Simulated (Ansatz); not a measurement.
MoP:

```
Mo P
1.0
     3.22300    0.00000    0.00000
    -1.61150    2.79120    0.00000
     0.00000    0.00000    3.19100
Mo P
1 1
Direct
  0.00000 0.00000 0.00000
  0.33333 0.66667 0.50000
```

Base run:

```yaml
Program: Ansatz 0.2.0
Functional: PBEsol
Potentials_or_basis: Ansatz PAW
Cutoff: "420 eV (not typed: the program's choice for these potentials)"
k_mesh: 10 × 10 × 8
Occupations: fermi-dirac, width 0.05 eV
Spin: no spin polarisation
```

Its results: band gap on the k mesh none (metal or under the smearing width); pressure -3.8 GPa.

The run is repeated on the same cell with these changes: functional from PBEsol to PBE. What comes out?

Band gap on the k mesh none (metal or under the smearing width); pressure 2.6 GPa.

PBE binds less tightly than PBEsol, so the same cell stands under more pressure.

Caveats: the PAW data sets come from PBE, with cores solved anew for the run's functional, which leaves a small shift of forces and pressure (some runs).
